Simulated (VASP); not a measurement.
Here is a VASP 6.6.1 calculation.

INCAR

```
SYSTEM = BeTe
PREC = Accurate ; ENCUT = 520
EDIFF = 1E-7 ; ISMEAR = 0
SIGMA = 0.02 ; LREAL = .FALSE.
LASPH = .TRUE. ; NELM = 100
ALGO = Normal ; ISIF = 2
LWAVE = .FALSE. ; LCHARG = .TRUE.
LELF = .TRUE. ; LVHAR = .TRUE.
NBANDS = 11
```

KPOINTS

```
regular mesh
0
G
  8 8 8
  0 0 0
```

POSCAR

```
BeTe
1.0
    0.0000000000      2.7774298126      2.7774298126
    2.7774298126      0.0000000000      2.7774298126
    2.7774298126      2.7774298126      0.0000000000
Be Te
1 1
Direct
    0.0000000000      0.0000000000      0.0000000000
    0.2500000000      0.2500000000      0.2500000000
```

Potentials or basis: VASP PAW LDA potentials, release 64 (Be, Te).

The run is started by

```bash
$ cat potpaw_LDA.64/Be/POTCAR potpaw_LDA.64/Te/POTCAR > POTCAR
$ mpirun -np 1 vasp_std > vasp.out
```

Estimate the pressure.

0.3 GPa.

Predict the band gap on the k mesh.

1.77 eV, indirect (least direct gap 3.55 eV).

Caveat: spin-orbit coupling is left out, which moves the levels of the heavy elements. A k mesh can miss the band edges.
